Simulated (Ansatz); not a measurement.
Runs of Ansatz 0.2.0 on Au. Symmetry: Im-3m, No. 229, cubic system. The conventional cell has a = 3.315 Å, b = 3.315 Å, c = 3.315 Å, α = 90.00°, β = 90.00°, γ = 90.00°. Au (site symmetry m-3m) is surrounded by 8 Au at 2.87 Å. This isn't the form of Au at room conditions, which is fcc.

```tsv
level	cutoff (eV)	gap on the mesh (eV)	pressure (GPa)	relaxed volume (Å³/atom)
LDA	420	none	0.0	(a)
BLYP	420	none	0.0	19.57
PBEsol	420	none	0.0	17.08
revPBE	420	none	0.0	18.47
RPBE	420	none	0.0	18.64
r2SCAN	500	none	0.0	(b)
```

Alike in all rows: task relaxation of cell and atoms; potentials or basis Ansatz PAW; no spin polarisation; cell relaxed; k mesh 11 × 11 × 11; smearing fermi-dirac 0.05 eV.

Q: Fill in the values left out.

A: (a) 16.64; (b) 17.67.

Caveats: the plane-wave basis is chosen anew once the cell has moved, so the energies of steps on either side of that aren't comparable; the PAW data sets come from PBE, with cores solved anew for the run's functional, which leaves a small shift of forces and pressure.

A k mesh can miss the band edges, and the runs leave out spin-orbit coupling on Au.

A gap of «none» marks a metal or a gap under the smearing width.

Runs at the PBE level aren't shown here.
